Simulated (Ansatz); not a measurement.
B:

```
CELL_PARAMETERS angstrom
1.88524 0.00000 0.00000
0.00000 1.88524 0.00000
0.00000 0.00000 1.88524
ATOMIC_POSITIONS crystal
B 0.50000 0.50000 0.50000
```

The cell was built by a generator and needn't be a form met in nature.

| Quantity | Value |
| --- | --- |
| Program | Ansatz 0.2.0 |
| Task | single point |
| Functional | PBE |
| Potentials or basis | all-electron LAPW, scalar-relativistic |
| Cutoff | 281 eV (chosen from the basis error) |
| Basis error allowed | 0.001 eV/atom |
| k mesh | 14 × 14 × 14 |
| Occupations | fermi-dirac, width 0.05 eV |
| Spin | no spin polarisation |

On this cell: pressure 0.3 GPa; band gap on the k mesh none (metal or under the smearing width).

The same run follows on a disturbed copy (cell strained at random at fixed volume):

```
CELL_PARAMETERS angstrom
1.90498 0.00319 -0.01991
0.00319 1.86406 0.00040
-0.01991 0.00040 1.88712
ATOMIC_POSITIONS crystal
B 0.49998 0.51838 0.51378
```

Question: What does the disturbed cell give?

Answer: The energy (extrapolated to zero smearing) moves by -2.7 meV/atom; pressure 0.4 GPa; band gap on the k mesh none (metal or under the smearing width).

Stress tensor (GPa, compression positive):
```
-1.56  1.03 -3.89
 1.03  3.50  0.21
-3.89  0.21 -0.64
```

The energy falls, though the first cell shows no forces: that form is unstable against this distortion, unless noise or another electronic state is at work.
